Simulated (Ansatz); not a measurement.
# Band structure of Sc

```
Sc
1.0
    -3.08801    3.08801    2.70624
     3.08801   -3.08801    2.70624
     3.08801    3.08801   -2.70624
Sc
4
Direct
  0.16373 0.33627 0.50000
  0.66373 0.16373 0.82746
  0.33627 0.83627 0.17254
  0.83627 0.66373 0.50000
```

Atom numbers follow the list: Sc1, Sc2, Sc3, Sc4.

The cell is the one relaxed in the Materials Project (mp-567308), not relaxed further here; entries there can be hypothetical.

Computed with DFT, LDA, all-electron LAPW, scalar-relativistic in Ansatz 0.2.0.

The runs use a Γ-centred 8×8×8 k mesh, Fermi–Dirac smearing of 0.08 eV, basis error target 0.5 meV/atom, no spin polarisation.

Points in fractions of the reciprocal vectors of this cell: Γ (0, 0, 0), X (0, 0, 0.5), M (-0.5, 0.5, 0.5), Z (0.442, 0.442, -0.442), Z0 (-0.442, 0.558, 0.442), P (0.25, 0.25, 0.25). The path joins them by straight lines in the order Γ–X–M–Γ–Z–Z0–M–X–P; legs that retrace an earlier one aren't tabulated. Energies are in eV from the Fermi level.

List the levels at Z between -14 and 0.5 eV.

-1.74, -1.69 (×2), -1.03, -0.74, 0.33, 0.41.

List the levels at M between -14 and 0.5 eV.

-1.74 (×2), -1.61, -0.98, -0.75, 0.27.

List the levels at Z0 between -14 and 0.5 eV.

-1.74, -1.69 (×2), -1.03, -0.74, 0.33, 0.41.

What is the band gap?

none: bands cross the Fermi level, a metal.
